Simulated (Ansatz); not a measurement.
# Ti12Si: the cost of one run

Program: Ansatz 0.2.0. Level of theory: DFT PBE+D3(BJ), scalar-relativistic, plane waves, PAW. These are calculated values, not measurements.

2 further runs of the same task are left out: 2 set aside as unsound or not needed.

### Step 1. The structure to begin with

The structure is cubic, space group Fm-3m (No. 225). Conventional cell: a = 4.060 Å, b = 4.060 Å, c = 4.060 Å, α = 90.00°, β = 90.00°, γ = 90.00°. Ti (site symmetry m-3m) has 12 Ti at 2.87 Å as nearest neighbours.

Coordinates:

```xyz
1
Lattice="0.0000 2.0300 2.0300 2.0300 0.0000 2.0300 2.0300 2.0300 0.0000" Properties=species:S:1:pos:R:3 pbc="T T T"
Ti    0.0000    0.0000    0.0000
```

The structure comes from the Crystallography Open Database.

### Step 7. Plan of the scan

Atoms count from 1 in the order of the input.

Si is moved over the surface cell at a fixed height above a rigid substrate; the origin of the map has the adsorbate above Ti9; the height is held at 2.20 Å.

- position of Si13 along the first surface vector, from above Ti9: 6 values from 0.000 to 0.833, periodic
- position of Si13 along the second surface vector, from above Ti9: 6 values from 0.000 to 0.833, periodic

Nothing else is relaxed. Points are written as (first, second).

The two vectors of the plane (Å): (2.855, 0.000, 0.000); (-1.427, 2.473, 0.000).

(The set-up runs are not shown.)

### Step 8. The run at (0/6, 0/6) of the map's two axes

input.yaml reads:

```yaml
crystal:
  lattice:
    - [5.7099611434, 0.0, 0.0]
    - [-2.8549805717, 4.9449714048, 0.0]
    - [0.0, 0.0, 21.5932633302]
  atoms:
    - { symbol: Ti, position: [0.3333333333, 0.1666666667, 0.1852429593] }
    - { symbol: Ti, position: [0.3333333333, 0.6666666667, 0.1852429593] }
    - { symbol: Ti, position: [0.8333333333, 0.1666666667, 0.1852429593] }
    - { symbol: Ti, position: [0.8333333333, 0.6666666667, 0.1852429593] }
    - { symbol: Ti, position: [0.1666666667, 0.3333333333, 0.2894365806] }
    - { symbol: Ti, position: [0.1666666667, 0.8333333333, 0.2894365806] }
    - { symbol: Ti, position: [0.6666666667, 0.3333333333, 0.2894365806] }
    - { symbol: Ti, position: [0.6666666667, 0.8333333333, 0.2894365806] }
    - { symbol: Ti, position: [0.0, 0.0, 0.3933293083] }
    - { symbol: Ti, position: [0.0, 0.5, 0.3933293083] }
    - { symbol: Ti, position: [0.5, 0.0, 0.3933293083] }
    - { symbol: Ti, position: [0.5, 0.5, 0.3933293083] }
    - { symbol: Si, position: [0.0, 0.0, 0.4952129359] }
basis:
  ecutwfc: 420
kpoints:
  mp_grid: { grid: [6, 6, 1] }
hamiltonian:
  xc: pbe
  pseudopotentials: { kind: paw, azcp: { folder: soft_1 } }
  dispersion: d3bj
scf:
  occupations: { method: gaussian, width: 0.1 }
output:
  forces: true
  eigenvalues: true
efield:
  axis: 3
  dipole_correction: true
  ramp_width: 0.04
```

Started as:

```
> ansatz run input.yaml --threads 2 --pin off --max-ram 6144MiB --backend cpu --events-out ev --progress --plain --runs-dir out
```

**Question.** How long does this run take on 2 threads of AMD EPYC 9R45 (Zen 5), shared host, and how much memory does it need?

About 11 s, with a peak of 1 GiB.
